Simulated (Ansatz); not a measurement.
This script for Ansatz 0.2.0, Python API starts 6 runs on Cu, space group P2/m. What input does the engine get in each?

The script, `cu.py`:
```python
'''Convergence of Cu with the k-point mesh.'''

import ansatz as az
import numpy as np
import pandas as pd

vectors = np.array([
    [11.570254, 0.0, 0.0],
    [0.0, 2.238212, 0.0],
    [-4.595624, 0.0, 21.743388],
])
cu = az.Lattice.of(vectors).atom('Cu', [0.5, 0.5, 0.5])

setup = cu.calculation().functional('pbesol').basis(41 * az.Ry).occupations('cold').forces().stress()

rows = []
for value in [(1, 3, 1), (1, 5, 1), (2, 6, 1), (2, 8, 1), (2, 10, 1), (3, 12, 2)]:
    r = setup.kpoints(*value).run(threads=1, backend='cpu').report
    rows.append((value, r['free_energy_ev'] / len(r['lattice']['sites']), r['n_iterations'], sum(r['stress_gpa'][i][i] for i in range(3)) / 3, max(abs(f) for row in r['forces_ev_ang'] for f in row), r['n_kpoints']))

table = pd.DataFrame(rows, columns=['mesh', 'F/atom (eV)', 'iterations', 'P (GPa)', 'max component (eV/A)', 'k-points'])
print(table.round(5).to_string(index=False))

# the last row is the reference
for row in rows[:-1]:
    shift = 1000 * (row[1] - rows[-1][1])
    print(f'{row[0]}: {shift:+.2f} meV/atom' + ('  (within 5 meV)' if abs(shift) < 5 else ''))
```

Run 1:
```yaml
crystal:
  lattice:
    - [11.570254, 0.0, 0.0]
    - [0.0, 2.238212, 0.0]
    - [-4.595624, 0.0, 21.743388]
  atoms:
    - { symbol: Cu, position: [0.5, 0.5, 0.5] }
basis:
  ecutwfc: 557.833418042754
kpoints:
  mp_grid:
    grid: [1, 3, 1]
hamiltonian:
  xc: pbesol
scf:
  occupations:
    method: cold
output:
  forces: true
  stress: true
```

Run 2, against run 1:
```diff
-    grid: [1, 3, 1]
+    grid: [1, 5, 1]
```

Run 3, against run 1:
```diff
-    grid: [1, 3, 1]
+    grid: [2, 6, 1]
```

Run 4, against run 1:
```diff
-    grid: [1, 3, 1]
+    grid: [2, 8, 1]
```

Run 5, against run 1:
```diff
-    grid: [1, 3, 1]
+    grid: [2, 10, 1]
```

Run 6, against run 1:
```diff
-    grid: [1, 3, 1]
+    grid: [3, 12, 2]
```

Running `python cu.py` prints:
```text
      mesh  F/atom (eV)  iterations  P (GPa)  max component (eV/A)  k-points
 (1, 3, 1)  -6585.73303          16  0.20828                   0.0         2
 (1, 5, 1)  -6586.42803          13 -0.01390                   0.0         3
 (2, 6, 1)  -6586.39225           7  0.02339                   0.0         8
 (2, 8, 1)  -6586.33488          12  0.02809                   0.0        10
(2, 10, 1)  -6586.36811           7  0.02817                   0.0        12
(3, 12, 2)  -6586.35848          10  0.01856                   0.0        28
(1, 3, 1): +625.45 meV/atom
(1, 5, 1): -69.55 meV/atom
(2, 6, 1): -33.77 meV/atom
(2, 8, 1): +23.60 meV/atom
(2, 10, 1): -9.63 meV/atom
```

What to keep in mind:
- The cell holds an odd number of electrons and is run without spin, so a magnetic state may lie lower.
- The cell holds layers, chains or clusters in vacuum, no bulk phase; its stress is averaged over the vacuum too and scales with the cell's height.
- Forces vanish by symmetry here and test nothing.
- Pressure is positive in compression.
- Points of the mesh across the vacuum add cost only.
- This isn't the structure that Cu takes at ambient conditions.
- Shifts are counted from the finest mesh, which is itself no proven limit.
- Finished in 54 s on 1 thread of Arm Neoverse V1, with other jobs on the host, peak memory 0.93 GiB.
